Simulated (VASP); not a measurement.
# Si in VASP: notebook

The runs below take Si through single point, with LDA.

Everything below comes from runs of VASP 6.6.1. Logs are shortened: lines on timing, memory, paths and dates and some standing lists are left out, and cuts for length are marked.

## (1) The cell of the first run

The cell holds a slab with vacuum, 5 atoms: a = 3.820 Å, b = 3.820 Å, c = 20.877 Å, α = 90.00°, β = 90.00°, γ = 120.00°.

The slab is cut from a database's or a generator's crystal, which needn't be the stable form of the element.

## (2) Single point, LDA, collinear spin, typed start

The input, INCAR:

```
PREC = Accurate
ENCUT = 520
EDIFF = 1E-6
ISMEAR = 0
SIGMA = 0.05
LREAL = False
LASPH = True
NELM = 150
ALGO = Fast
ISIF = 2
LWAVE = False
LCHARG = False
ISPIN = 2
MAGMOM = 0 0 0 0 2
LORBIT = 11
LDIPOL = True
IDIPOL = 3
DIPOL = 0.5 0.5 0.336
GGA = CA
NBANDS = 22
```

The input, KPOINTS:

```
regular mesh
0
Gamma
  9 9 1
```

The input, POSCAR:

```
Si
1.0
    3.8197534856      0.0000000000      0.0000000000
   -1.9098767428      3.3080035547      0.0000000000
    0.0000000000      0.0000000000     20.8774703619
Si
5
Direct
    0.3333333333      0.6666666667      0.1915940931
    0.0000000000      0.0000000000      0.2289407592
    0.0000000000      0.0000000000      0.3465910495
    0.6666666667      0.3333333333      0.3773191975
    1.4444444444     -0.4444444444      0.5339473686
```

Potentials or basis: VASP PAW LDA potentials, release 64 (Si).

Run with:

```bash
$ cat potpaw_LDA.64/Si/POTCAR > POTCAR
$ mpirun -np 1 vasp_std > vasp.out
```

OUTCAR:

```text
PREC = Accurate
   ENCUT = 520
   EDIFF = 1E-6
   ISMEAR = 0
   LREAL = False
   LASPH = True
   NELM = 150
   ISIF = 2
   ISPIN = 2
   LORBIT = 11
   GGA = CA

 ion  position               nearest neighbor table
   1  0.333  0.667  0.192-   2 2.34   2 2.34   2 2.34
   2  0.000  0.000  0.229-   1 2.34   1 2.34   1 2.34   3 2.46
   3  0.000  0.000  0.347-   4 2.30   4 2.30   4 2.30   2 2.46
   4  0.667  0.333  0.377-   3 2.30   3 2.30   3 2.30
   5  0.444  0.556  0.534-

  LATTYP: Found a hexagonal cell.
 ALAT       =     3.8197534856
 C/A-ratio  =     5.4656590905

  Lattice vectors:

 A1 = (   3.8197534856,   0.0000000000,   0.0000000000)
 A2 = (  -1.9098767428,   3.3080035547,   0.0000000000)
 A3 = (   0.0000000000,   0.0000000000,  20.8774703619)

Analysis of symmetry for initial positions (statically):
=====================================================================
 Subroutine PRICEL returns:
 Original cell was already a primitive cell.

 Routine SETGRP: Setting up the symmetry group for a
 hexagonal supercell.

 Subroutine GETGRP returns: Found  2 space group operations
 (whereof  2 operations were pure point group operations)
 out of a pool of 24 trial point group operations.

The static configuration has the point symmetry C_1h.

Analysis of symmetry for dynamics (positions and initial velocities):
=====================================================================
 Subroutine PRICEL returns:
 Original cell was already a primitive cell.

 Routine SETGRP: Setting up the symmetry group for a
 hexagonal supercell.

 Subroutine GETGRP returns: Found  2 space group operations
 (whereof  2 operations were pure point group operations)
 out of a pool of 24 trial point group operations.

The dynamic configuration has the point symmetry C_1h.

Analysis of structural, dynamic, and magnetic symmetry:
=====================================================================
 Subroutine PRICEL returns:
 Original cell was already a primitive cell.

 Routine SETGRP: Setting up the symmetry group for a
 hexagonal supercell.

 Subroutine GETGRP returns: Found  2 space group operations
 (whereof  2 operations were pure point group operations)
 out of a pool of 24 trial point group operations.

The overall configuration has the point symmetry C_1h.
[... 138 lines left out ...]
  energy-cutoff  :      520.00
  volume of cell :      263.80
 maximum number of plane-waves:      7149
   NGX = 15   NGY = 15   NGZ = 77

 dipolmoment           0.000000      0.000000      0.010324 electrons x Angstroem

 number of electron      20.0000001 magnetization       0.6832719

 dipolmoment           0.000000      0.000000     -0.025363 electrons x Angstroem

 Free energy of the ion-electron system (eV)
  ---------------------------------------------------
  ext. energy  EPLUGINS =         0.00000000
  ---------------------------------------------------
  free energy    TOTEN  =       -24.52020516 eV

  energy without entropy =      -24.51571494  energy(sigma->0) =      -24.51796005

 E-fermi :  -0.7041     XC(G=0):  -4.8072

 val. band max:       -0.7101514543   @ k =   0.2222  -0.0000   0.0000
 cond. band min:      -0.7033968055   @ k =   0.3333   0.3333   0.0000
 fundamental gap:      0.0067546488
 Fermi energy:        -0.7040671907

 spin component 1

 k-point     1 :       0.0000    0.0000    0.0000
  band No.  band energies     occupation
      1     -12.1820      1.00000
      2     -10.9974      1.00000
      3      -8.2363      1.00000
      4      -5.8435      1.00000
      5      -2.6863      1.00000
      6      -1.6932      1.00000
[... 589 lines left out ...]
     21       5.8081      0.00000
     22       6.4405      0.00000

 [... further k-points ...]

 spin component 2

 k-point     1 :       0.0000    0.0000    0.0000
  band No.  band energies     occupation
      1     -12.1335      1.00000
      2     -10.9312      1.00000
      3      -8.0242      1.00000
      4      -5.7344      1.00000
      5      -2.5192      1.00000
      6      -1.6627      1.00000
[... 589 lines left out ...]
     21       5.8826      0.00000
     22       6.5515      0.00000

 [... further k-points ...]

------------------------ aborting loop because EDIFF is reached ----------------------------------------

 vacuum level on the upper side and lower side of the slab       (xc-potential included)        -0.184         0.170

  FORCE on cell =-STRESS in cart. coord.  units (eV):
  Direction    XX          YY          ZZ          XY          YZ          ZX
  --------------------------------------------------------------------------------------
  -------------------------------------------------------------------------------------
  Total       -3.7135398     -3.4706361     -3.9776903      0.2103608     -0.4652085      0.8057647
  in kB      -22.5537877    -21.0785379    -24.1580772      1.2776038     -2.8253940      4.8937260
  external PRESSURE =     -22.5968009 kB  Pullay stress =       0.0000000 kB

 VOLUME and BASIS-vectors are now :
 -----------------------------------------------------------------------------
  energy-cutoff  :      520.00
  volume of cell :      263.80
      direct lattice vectors                 reciprocal lattice vectors
     3.819753486  0.000000000  0.000000000     0.261796999  0.151148568  0.000000000
    -1.909876743  3.308003555  0.000000000     0.000000000  0.302297136  0.000000000
     0.000000000  0.000000000 20.877470362     0.000000000  0.000000000  0.047898523

 POSITION                                       TOTAL-FORCE (eV/Angst)
 -----------------------------------------------------------------------------------
     -0.00000      2.20534      4.00000         0.026750     -0.015444      0.685772
      0.00000      0.00000      4.77970        -0.047557      0.027457     -0.419413
      0.00000      0.00000      7.23594         0.055459     -0.032019     -0.327379
      1.90988      1.10267      7.87747        -0.278726      0.160922      0.922316
      0.63663      1.83778     11.14747         0.244074     -0.140916     -0.861296
 -----------------------------------------------------------------------------------
    total drift:                                0.000059     -0.000034      0.000071

  FREE ENERGIE OF THE ION-ELECTRON SYSTEM (eV)
  ---------------------------------------------------
  free  energy   TOTEN  =       -24.5202051619 eV

  energy  without entropy=      -24.5157149402  energy(sigma->0) =      -24.51796005

 vacuum level on the upper side and lower side of the slab         3.844         4.209

 total charge

# of ion       s       p       d       tot
------------------------------------------
    1        0.809   0.856   0.000   1.665
    2        0.775   0.905   0.000   1.680
    3        0.775   0.924   0.000   1.698
    4        0.789   0.889   0.000   1.679
    5        0.961   0.484   0.000   1.445
--------------------------------------------------
tot          4.109   4.058   0.000   8.166

 magnetization (x)

# of ion       s       p       d       tot
------------------------------------------
    1        0.013   0.075   0.000   0.087
    2        0.000   0.007   0.000   0.007
    3        0.004   0.018   0.000   0.021
    4        0.001   0.003   0.000   0.004
    5        0.007   0.089   0.000   0.096
--------------------------------------------------
tot          0.025   0.191   0.000   0.216
```

OSZICAR:

```text
N       E                     dE             d eps       ncg     rms          rms(c)
DAV:   1     0.640269304861E+02    0.64027E+02   -0.62239E+03  2200   0.655E+02
DAV:   2    -0.193183582196E+02   -0.83345E+02   -0.78619E+02  3082   0.113E+02
DAV:   3    -0.255152329011E+02   -0.61969E+01   -0.60829E+01  2782   0.295E+01
[... 18 lines left out ...]
RMM:  22    -0.245201906046E+02   -0.28195E-04   -0.76577E-06  2680   0.795E-03    0.447E-03
RMM:  23    -0.245201967492E+02   -0.61446E-05   -0.20692E-06  2403   0.466E-03    0.360E-03
RMM:  24    -0.245202022684E+02   -0.55192E-05   -0.13529E-06  2446   0.347E-03    0.232E-03
RMM:  25    -0.245202045865E+02   -0.23181E-05   -0.11624E-06  2487   0.270E-03    0.119E-03
RMM:  26    -0.245202051619E+02   -0.57543E-06   -0.24945E-07  2009   0.165E-03
   1 F= -.24520205E+02 E0= -.24517960E+02  d E =-.449022E-02  mag=     0.6834
```

Run time: 9.5 min. Hardware: 1 thread of AMD EPYC 7R13 (Zen 3), shared host; peak memory 0.37 GiB.

Results:

* Free energy: -24.5202 eV
* Largest force: 0.977 eV/Å
* Band gap on the k mesh: none (metal or under the smearing width)
* Net moment: 0.68 μB per cell
* Site moments: Si +0.09, +0.01, +0.02, +0.00, +0.10 μB
* Valence electrons inside the program's atomic spheres: Si 1.67, 1.68, 1.70, 1.45

Forces on the atoms (eV/Å):
```
Si   0.027 -0.015  0.686
Si  -0.048  0.027 -0.419
Si   0.055 -0.032 -0.327
Si  -0.279  0.161  0.922
Si   0.244 -0.141 -0.861
```

## (3) Single point, LDA, collinear spin, typed start

The input, INCAR:

```
PREC = Accurate ; ENCUT = 520
EDIFF = 1E-6 ; ISMEAR = 0
SIGMA = 0.05 ; LREAL = F
LASPH = T ; NELM = 150
ALGO = Fast ; ISIF = 2
LWAVE = F ; LCHARG = T
ISPIN = 2 ; MAGMOM = 0 0 0 0 2
LORBIT = 11 ; LDIPOL = T
IDIPOL = 3 ; DIPOL = 0.5 0.5 0.321
LELF = T ; LVHAR = T
LVACPOTAV = T ; NBANDS = 22
```

KPOINTS is that of step 2.

POSCAR: that of step 2 with these lines changed.

```diff
@@ -12,2 +12,2 @@
     0.6666666667      0.3333333333      0.3773191975
-    1.4444444444     -0.4444444444      0.5339473686
+    1.1111111111     -0.1111111111      0.4601836427
```

Potentials or basis: VASP PAW LDA potentials, release 64 (Si).

Run with:

```bash
$ cat potpaw_LDA.64/Si/POTCAR > POTCAR
$ mpirun -np 1 vasp_std > vasp.out
```

OUTCAR:

```text
PREC = Accurate
   ENCUT = 520
   EDIFF = 1E-6
   ISMEAR = 0
   LREAL = F
   LASPH = T
   NELM = 150
   ISIF = 2
   ISPIN = 2
   LORBIT = 11

 ion  position               nearest neighbor table
   1  0.333  0.667  0.192-   2 2.34   2 2.34   2 2.34
   2  0.000  0.000  0.229-   1 2.34   1 2.34   1 2.34   3 2.46
   3  0.000  0.000  0.347-   4 2.30   4 2.30   4 2.30   2 2.46   5 2.48
   4  0.667  0.333  0.377-   3 2.30   3 2.30   3 2.30   5 2.60   5 2.60
   5  0.111  0.889  0.460-   3 2.48   4 2.60   4 2.60

  LATTYP: Found a hexagonal cell.
 ALAT       =     3.8197534856
 C/A-ratio  =     5.4656590905

  Lattice vectors:

 A1 = (   3.8197534856,   0.0000000000,   0.0000000000)
 A2 = (  -1.9098767428,   3.3080035547,   0.0000000000)
 A3 = (   0.0000000000,   0.0000000000,  20.8774703619)

Analysis of symmetry for initial positions (statically):
=====================================================================
 Subroutine PRICEL returns:
 Original cell was already a primitive cell.

 Routine SETGRP: Setting up the symmetry group for a
 hexagonal supercell.
[... 1412 lines left out ...]
  -------------------------------------------------------------------------------------
  Total       -1.6404330     -2.4588925      0.1233314     -0.7088067      0.0164056     -0.0284153
  in kB       -9.9629948    -14.9338214      0.7490398     -4.3048621      0.0996376     -0.1725773
  external PRESSURE =      -8.0492588 kB  Pullay stress =       0.0000000 kB

 VOLUME and BASIS-vectors are now :
 -----------------------------------------------------------------------------
  energy-cutoff  :      520.00
  volume of cell :      263.80
      direct lattice vectors                 reciprocal lattice vectors
     3.819753486  0.000000000  0.000000000     0.261796999  0.151148568  0.000000000
    -1.909876743  3.308003555  0.000000000     0.000000000  0.302297136  0.000000000
     0.000000000  0.000000000 20.877470362     0.000000000  0.000000000  0.047898523

 POSITION                                       TOTAL-FORCE (eV/Angst)
 -----------------------------------------------------------------------------------
     -0.00000      2.20534      4.00000         0.037315     -0.021544      0.584356
      0.00000      0.00000      4.77970         0.061349     -0.035420     -0.453057
      0.00000      0.00000      7.23594        -0.466084      0.269094     -1.315526
      1.90988      1.10267      7.87747         0.363237     -0.209715      1.096105
     -1.27325      2.94045      9.60747         0.004184     -0.002415      0.088123
 -----------------------------------------------------------------------------------
    total drift:                               -0.000036      0.000021     -0.000017

  FREE ENERGIE OF THE ION-ELECTRON SYSTEM (eV)
  ---------------------------------------------------
  free  energy   TOTEN  =       -26.1571041236 eV

  energy  without entropy=      -26.1529836154  energy(sigma->0) =      -26.15504387

 vacuum level on the upper side and lower side of the slab         3.925         4.348

 total charge

# of ion       s       p       d       tot
------------------------------------------
    1        0.810   0.854   0.000   1.664
    2        0.781   0.895   0.000   1.676
    3        0.784   0.922   0.000   1.706
    4        0.773   0.913   0.000   1.686
    5        0.924   0.624   0.000   1.548
--------------------------------------------------
tot          4.072   4.208   0.000   8.280

 magnetization (x)

# of ion       s       p       d       tot
------------------------------------------
    1        0.000   0.002   0.000   0.002
    2        0.000   0.000   0.000   0.000
    3        0.000   0.000   0.000   0.000
    4       -0.000  -0.000   0.000  -0.000
    5        0.000   0.000   0.000   0.000
--------------------------------------------------
tot          0.000   0.002   0.000   0.003
```

OSZICAR:

```text
N       E                     dE             d eps       ncg     rms          rms(c)
DAV:   1     0.716514475512E+02    0.71651E+02   -0.62852E+03  2200   0.655E+02
DAV:   2    -0.198776578597E+02   -0.91529E+02   -0.87104E+02  3004   0.120E+02
[... 18 lines left out ...]
RMM:  21    -0.261570514600E+02   -0.35722E-04   -0.60216E-06  2590   0.628E-03    0.354E-03
RMM:  22    -0.261570882297E+02   -0.36770E-04   -0.39063E-06  2647   0.489E-03    0.302E-03
RMM:  23    -0.261571053747E+02   -0.17145E-04   -0.38914E-06  2700   0.387E-03    0.263E-03
RMM:  24    -0.261571073619E+02   -0.19872E-05   -0.90736E-07  2471   0.248E-03    0.235E-03
RMM:  25    -0.261571043485E+02    0.30134E-05   -0.18123E-06  2635   0.341E-03    0.186E-03
RMM:  26    -0.261571041236E+02    0.22491E-06   -0.66371E-07  2128   0.263E-03
   1 F= -.26157104E+02 E0= -.26155044E+02  d E =-.412051E-02  mag=     0.0046
```

Run time: 9.7 min. Hardware: 1 thread of AMD EPYC 7R13 (Zen 3), shared host; peak memory 0.37 GiB.

What came out:

- Free energy: -26.1571 eV
- Largest force: 1.421 eV/Å
- Band gap on the k mesh: none (metal or under the smearing width)
- Net moment: 0.01 μB per cell
- Valence electrons inside the program's atomic spheres: Si 1.66, 1.68, 1.71, 1.69, 1.55
- Work function of the upper face: 4.81 eV
- Work function of the lower face: 5.23 eV

Forces on the atoms (eV/Å):
```
Si   0.037 -0.022  0.584
Si   0.061 -0.035 -0.453
Si  -0.466  0.269 -1.316
Si   0.363 -0.210  1.096
Si   0.004 -0.002  0.088
```

## (4) Single point, LDA, collinear spin, typed start

The input, INCAR:

```
SYSTEM = Si
  PREC = Accurate
  ENCUT = 520
  EDIFF = 1E-7
  ISMEAR = 0
  SIGMA = 0.05
  LREAL = .FALSE.
  LASPH = .TRUE.
  NELM = 150
  ALGO = Fast
  ISIF = 2
  LWAVE = .FALSE.
  LCHARG = .FALSE.
  ISPIN = 2
  MAGMOM = 0 0 0 0 2
  LORBIT = 11
  LDIPOL = .TRUE.
  IDIPOL = 3
  DIPOL = 0.5 0.5 0.303
  NBANDS = 22
```

The input, KPOINTS:

```
Automatic mesh
0
G
  9 9 1
  0 0 0
```

POSCAR: that of step 3 with these lines changed.

```diff
@@ -12,2 +12,2 @@
     0.6666666667      0.3333333333      0.3773191975
-    1.1111111111     -0.1111111111      0.4601836427
+    1.3333333333     -0.3333333333      0.3682184780
```

Run with:

```bash
$ cat potpaw_LDA.64/Si/POTCAR > POTCAR
$ mpirun -np 1 vasp_std > vasp.out
```

Wall time 3.3 min (1 thread of AMD EPYC 7R13 (Zen 3), shared host); peak memory 0.3 GiB.

It converged, with:

* Free energy: -25.0774 eV
* Largest force: 1.975 eV/Å
* Band gap on the k mesh: none (metal or under the smearing width)
* Net moment: 0.00 μB per cell
* Valence electrons inside the program's atomic spheres: Si 1.66, 1.68, 1.78, 1.80, 1.81

Forces on the atoms (eV/Å):
```
Si   0.000  0.000  0.705
Si   0.000  0.000 -0.516
Si   0.000  0.000 -1.975
Si   0.000  0.000  1.191
Si   0.000  0.000  0.595
```

Levels at points of the mesh, in eV from the Fermi level:
Spin up:
| k point | band 8 | band 9 | band 10 | band 11 | band 12 | band 13 |
| --- | --- | --- | --- | --- | --- | --- |
| (0.00, 0.00, 0.00) | -2.82 | -0.38 | -0.38 | 0.20 | 1.05 | 1.24 |
Spin down:
| k point | band 7 | band 8 | band 9 | band 10 | band 11 | band 12 | band 13 | band 14 |
| --- | --- | --- | --- | --- | --- | --- | --- | --- |
| (0.00, 0.00, 0.00) | -3.32 | -2.82 | -0.38 | -0.38 | 0.20 | 1.05 | 1.24 | 2.67 |

## (5) Summary

```csv
cell,further INCAR settings,gap on the mesh (eV),moment (μB),largest force (eV/Å)
"Si at 7/9 of the long diagonal of the hexagonal surface cell, 3.27 Å above the top plane",ALGO = Fast; EDIFF = 1e-06; NBANDS = 22,none,0.68,0.98
"Si at 4/9 of the long diagonal of the hexagonal surface cell, 1.73 Å above the top plane",ALGO = Fast; EDIFF = 1e-06; NBANDS = 22,none,0.01,1.42
"Si at 6/9 of the long diagonal of the hexagonal surface cell, -0.19 Å above the top plane",ALGO = Fast; EDIFF = 1e-07; NBANDS = 22,none,0.00,1.98
```

Some of these runs hold the atoms at other places in the same cell, which the table doesn't show; runs alike in all that it shows share one row.

Alike in all rows: task single point; level LDA; potentials or basis VASP PAW LDA potentials, release 64 (Si); spin collinear, typed start; k mesh 9 × 9 × 1; cutoff (eV) 520; smearing gaussian 0.05 eV.

Absolute energies hang on the potentials; compare differences alone.
